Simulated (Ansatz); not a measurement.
MgS, DFT, PBE, all-electron LAPW, scalar-relativistic (Ansatz 0.2.0), run on 1 thread of Arm Neoverse V1 on a shared host.

The cell is COD entry 9008672, as deposited and not checked against the literature; nothing was relaxed. The listed cell was then made from it by scaling, straining or moving an atom.

Command: `ansatz run input.yaml --threads 1 --pin off --max-ram 3072MiB --backend cpu --events-out ev --progress --plain --runs-dir out`

```yaml
crystal:
  lattice:
    - [0.0, 2.6796995, 2.60165]
    - [2.6796995, 0.0, 2.60165]
    - [2.6796995, 2.6796995, 0.0]
  atoms:
    - { symbol: Mg, position: [0.0, 0.0, 0.0] }
    - { symbol: S, position: [0.5, 0.5, 0.5] }
kpoints:
  mp_grid: { grid: [8, 8, 8] }
  band_path:
    path:
      - [0.0, 0.0, 0.0]
      - [0.0, 0.5, 0.5]
      - [0.25, 0.75, 0.5]
      - [0.0, 0.5, 0.0]
      - [0.0, 0.0, 0.0]
      - [0.5, 0.5, 0.0]
      - [0.3826125, 0.6173875, 0.0]
      - [-0.3826125, 0.3826125, 0.0]
      - [0.0, 0.0, 0.0]
    npoints: 5
scf:
  occupations: { method: fermi_dirac, width: 0.01 }
hamiltonian:
  xc: pbe
  pseudopotentials: { kind: all_electron, lapw: { basis_error: 0.00025 } }
output:
  forces: true
  stress: true
  eigenvalues: true
```

Task: How large is the problem that the program sets up?

Result: 59 irreducible k-points, 275 plane waves at Γ, 16 bands.

Task: Estimate the wall time and the peak memory.

Result: 9.5 s of wall time for 7 SCF iterations, with a peak of 0.3 GiB. Times on shared machines scatter by tens of per cent.
